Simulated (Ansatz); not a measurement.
**Si7Ge: how the free axis answers a strain**

Si7Ge, P-43m, a = 5.468 Å. The structure is a Materials Project entry; whether it is the stable form wasn't checked. Ansatz: r2SCAN, PAW, 500 eV, Γ-centred 8×8×8 mesh on 8 atoms, Gaussian smearing 0.02 eV; no spin polarisation. Series: biaxial strain in the a-b plane, c and atoms relaxed; x is the strain in per cent. y is the change of c in per cent of 5.468 Å.

```tsv
x (%)	y (%)
-4.0	?
-2.0	1.47
0.0	0.00
2.0	-1.44
4.0	-2.92
```

Question: Fit y = c1 x + c2 x² to the other rows, say what c1 measures, and predict the missing y.

Answer: Least squares on the rows shown. y = −0.7307 x + 0.0005682 x². With no stress along c, c1 = −2C12/C11 = -0.731. At x = -4.0 the fit asked for gives 2.93 %. The run gave 2.91 %, so the fit is 0.02 % too high, within twice the rms miss on the fitted rows (0.01 %). The form still works here, 33 % of the fitted range beyond its end.